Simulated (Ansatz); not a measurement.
## Energy ranking of Bi₂Te₃ structures

Theory: Ansatz 0.2.0, DFT PBE, scalar-relativistic, plane waves, PAW. All cells share a 420 eV cutoff and Γ-centred k meshes spaced at most about 0.3 Å⁻¹ (about 0.25 or finer for metals, 2π included). No spin polarisation.

Energies over the elements count from the elements' standard structures at the same level, with no fitted energy shifts.

Temperature and zero-point effects are left out. The comparison covers the computed candidates alone. No dispersion correction is applied, so the spacing and binding between layers, chains or molecules are poorly described (R-3m at 36.7 Å³/atom), and this can change margins and order among such cells. Spin–orbit coupling, which can matter for Bi and Te, is left out. Kohn–Sham gaps at this level usually fall short of measured ones. The missing spin–orbit coupling can work the other way here. The zero gap of Pm-3m may come from the functional, which often closes small gaps. The reference form of Te is held partly by dispersion forces, which this level lacks.

Invented guesses and database cells were relaxed alike, and ends that match in structure were merged. ΔE counts from the first row. Coordination counts Te atoms around Bi (those within 1.25 times the shortest such distance or 1.15 times the sum of covalent radii; the shortest distance is added where it is long for a bond; a slash parts the counts of unlike sites). The ends were matched against large subsets of the Crystallography Open Database and the Materials Project, so a missing match doesn't prove that a structure is unreported.

| # | reached from | type and space group | atoms | Å³/atom | coordination | ΔE (meV/atom) | gap on mesh (eV) | in databases |
| --- | --- | --- | --- | --- | --- | --- | --- | --- |
| 1 | a Materials Project cell | tetradymite, R-3m (No. 166) | 5 | 36.7 | Bi 6 | 0 | 0.54 | Materials Project, matches COD |
| 2 | a cell as deposited in COD | R-3m (No. 166) | 5 | 34.1 | Bi 3 | 253 | 0.00 | COD |
| 3 | random cell | Pm-3m (No. 221) | 5 | 40.2 | Bi 6/12 from 4.1 Å | 830 | 0.00 | no match |

The lowest: Space group R-3m (No. 166), trigonal, a = 4.447 Å, c = 32.156 Å. Bi has 3 Te at 3.09 Å and 3 Te at 3.29 Å; Te on a site of symmetry 3m is surrounded by 3 Bi at 3.09 Å; Te on a site of symmetry -3m has 6 Bi at 3.29 Å. Its energy over the elements is −0.241 eV/atom. It is a structure that the Crystallography Open Database (COD) lists.

```xyz
5
Lattice="2.2233 1.2836 10.7187 -2.2233 1.2836 10.7187 0.0000 -2.5673 10.7187" Properties=species:S:1:pos:R:3 pbc="T T T"
Bi    0.0000    0.0000   19.3827
Bi    0.0000    0.0000   12.7733
Te    0.0000    0.0000   25.2108
Te    0.0000    0.0000    0.0000
Te    0.0000    0.0000    6.9452
```

The second: Space group R-3m (No. 166), trigonal, a = 4.469 Å, c = 29.570 Å. Around Bi lie 3 Te at 3.14 Å and 3 Bi at 3.42 Å; Te on a site of symmetry -3m has 6 Te at 3.27 Å; Te on a site of symmetry 3m has 3 Bi at 3.14 Å and 3 Te at 3.27 Å. Counting Te atoms around Bi, the first has Bi 6 and the second has Bi 3. Cells relaxed within their symmetry can be saddle points. Some candidate types were left out of the draw beforehand, so a known form may be missing.
